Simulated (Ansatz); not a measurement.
Compressing Nb: a fit and a missing row

Nb, Fm-3m, a = 4.218 Å. This isn't the element's structure at ambient conditions. Ansatz: PBE, PAW, 420 eV, Γ-centred 18×18×18 mesh on 1 atom, Gaussian smearing 0.10 eV; no spin polarisation. Symmetry fixes shape and atoms, so the cell is only scaled; pressure is positive in compression.

```tsv
V (Å³/atom)	P (GPa)
16.515	?
17.078	18.25
17.641	11.31
18.204	5.25
18.767	-0.03
19.330	-4.62
19.893	-8.60
20.644	-13.10
```

Q: Take V0 = 18.767 Å³/atom, count pressures from its P0 = -0.03 GPa, fit the third-order Birch–Murnaghan form to the other rows, and predict the missing pressure.

A: With the Eulerian strain f = ½[(V0/V)^(2/3) − 1] and y = (P − P0)/[3f(1 + 2f)^(5/2)], the form is the line y = B0 + 1.5 B0 (B0′ − 4) f. Rows (f, y): 0.03245, 160.5; 0.02106, 161.9; 0.01026, 163.0; -0.00976, 164.7; -0.01905, 165.2; -0.03079, 165.9. Means f = 0.0006950, y = 163.53; Σ(Δf)² = 0.003005, ΣΔfΔy = -0.2543; the slope is their ratio. y = 163.6 − 84.63 f GPa, so B0 = 163.6 GPa and B0′ = 4 + 2 × (-84.63)/(3 × 163.6) = 3.66. At V = 16.515, f = 0.04448, y = 159.84 and P = 26.36 GPa. The run gave 26.24 GPa, so the fit is 0.12 GPa too high, a small miss on the scale of the series.